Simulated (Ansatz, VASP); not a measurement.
# Two plane-wave programs on TaN

```
CELL_PARAMETERS angstrom
3.08196 0.00000 0.00000
-1.54098 2.66906 0.00000
0.00000 0.00000 3.02427
ATOMIC_POSITIONS crystal
Ta 0.33333 0.66667 0.50000
N 0.00000 0.00000 0.00000
```

Alike in both runs: task single point; functional r2SCAN; k mesh 18 × 18 × 14; occupations gaussian, width 0.1 eV; no spin polarisation.

```csv
,VASP,Ansatz
version,VASP 6.6.1,Ansatz 0.2.0
potentials or method,"VASP PAW PBE potentials, release 64 (Ta_pv, N)","scalar-relativistic, plane waves, PAW"
plane-wave cutoff (eV),520,500
valence electrons in the cell,16,18
```

Ansatz gave:

```
gap on the k mesh at the Fermi level (eV)       : none
pressure (GPa)                                  : -38.0
largest component of the traceless stress (GPa) : 2.39
```

**Question.** Which values does VASP return?

**Answer.** gap on the k mesh at the Fermi level (eV): none; pressure (GPa): -37.2; largest component of the traceless stress (GPa): 2.30.

A gap of «none» marks a metal or a gap that the smearing closes. The two sets of potentials don't hold the same shells in valence.

Caveats: the cell as given lies far from equilibrium; so large a pressure means that the cell lies far from this level's equilibrium, or that cutoff or potentials fall short (VASP); the potentials were made for another functional, which shifts forces and pressure (VASP). Spin-orbit coupling is left out, which matters for the levels of Ta.
